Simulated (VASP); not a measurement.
Set up this calculation in VASP 6.6.1, as the native input.

| Property | Result |
| --- | --- |
| Task | single point |
| Functional | PBE |
| Potentials or basis | VASP PAW PBE potentials, release 64 (Zn, S) |
| Cutoff | 520 eV |
| k mesh | 8 × 8 × 5 |
| Occupations | gaussian, width 0.027 eV |
| Spin | no spin polarisation |
| Further INCAR settings | ALGO = Fast; EDIFF = 1e-06 |

The structure of ZnS (Wurtzite-2H) lies in POSCAR:

```
ZnS
1.0
    3.8110000000      0.0000000000      0.0000000000
   -1.9055000000      3.3004228138      0.0000000000
    0.0000000000      0.0000000000      6.2340000000
Zn S
2 2
Direct
    0.6666666667      0.3333333333      0.5000000000
    0.3333333333      0.6666666667      0.0000000000
    0.6666666667      0.3333333333      0.8850000000
    0.3333333333      0.6666666667      0.3850000000
```

These files were run (other wordings do the same):

INCAR

```
  PREC = Accurate
  ENCUT = 520
  EDIFF = 1E-6
  ISMEAR = 0
  SIGMA = 0.027000000000000003
  LREAL = F
  LASPH = T
  NELM = 60
  ALGO = Fast
  ISIF = 2
  LWAVE = F
  LCHARG = T
  GGA = PE
  LELF = T
  LVHAR = T
```

KPOINTS

```
Automatic mesh
0
Gamma
  8 8 5
```

Potentials or basis: VASP PAW PBE potentials, release 64 (Zn, S).

Command:

```bash
$ cat potpaw_PBE.64/Zn/POTCAR potpaw_PBE.64/S/POTCAR > POTCAR
$ mpirun -np 1 vasp_std > vasp.out
```

It gave:

```json
{"Pressure": "2.2 GPa", "Largest force": "0.323 eV/Å", "Band gap on the k mesh": "2.25 eV, direct"}
```

Wall time 56 s on 1 thread of Intel(R) Xeon(R) Platinum 8375C CPU @ 2.90GHz (Ice Lake) (shared host), peak memory 0.21 GiB.
